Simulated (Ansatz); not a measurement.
Here is an unrelaxed guess for ZrC.

```
Zr C
1.0
     3.83100    0.00000    0.00000
     0.00000    3.83100    0.00000
     0.00000    0.00000    5.41785
Zr C
2 2
Cartesian
  1.9155 1.9155 1.3545
  1.9155 1.9155 4.0634
  0.0000 1.9155 0.0000
  1.9155 0.0000 2.7089
```

All numbers below come from Ansatz, DFT PBE, scalar-relativistic, plane waves, PAW. Cutoff 420 eV; k points 4×4×4 on the computed 4-atom cell (Γ-centred); Gaussian smearing, width 0.10 eV; no spin polarisation.

Energies over the elements count from the elements' standard structures at the same level, with no fitted energy shifts.

Task: Estimate its pressure, forces and energy as it stands.

Result: The pressure is -8.7 GPa (the mean over three directions, positive in compression), the largest force is 0.00 eV/Å (symmetry fixes the atoms), and the energy is +0.72 eV/atom against the elements. The shortest distance is 2.35 Å.

Task: Is it a good guess?

Result: A rough one: relaxing gains about 0.55 eV/atom (the start's value is from the coarse mesh, so the gain is rough) in 16 ionic steps and ends at +0.17 eV/atom on the finer mesh. The symmetry stays P4_2/mmc (No. 131). The volume per atom shrinks by 15.8 %, from 19.9 to 16.7 Å³. The shortest distance goes from 2.35 Å (Zr–C) to 2.26 Å (Zr–C). The ratio c/a of the conventional cell changes by a factor of 1.32. Conventional cell: a = 3.298 Å, c = 6.158 Å. Around Zr lie 4 C at 2.26 Å and 2 Zr at 3.08 Å; C is surrounded by 4 Zr at 2.26 Å.

The last run used a 14×14×8 mesh (in the run's order of axes) for its 4-atom cell and Gaussian smearing of 0.10 eV. The reference form of C is held partly by dispersion forces, which this level lacks. The relaxation can't lower the symmetry of the start, and the grade says only how near the guess is to its own end. Symmetry constrained the relaxation, so the result can be a saddle point.
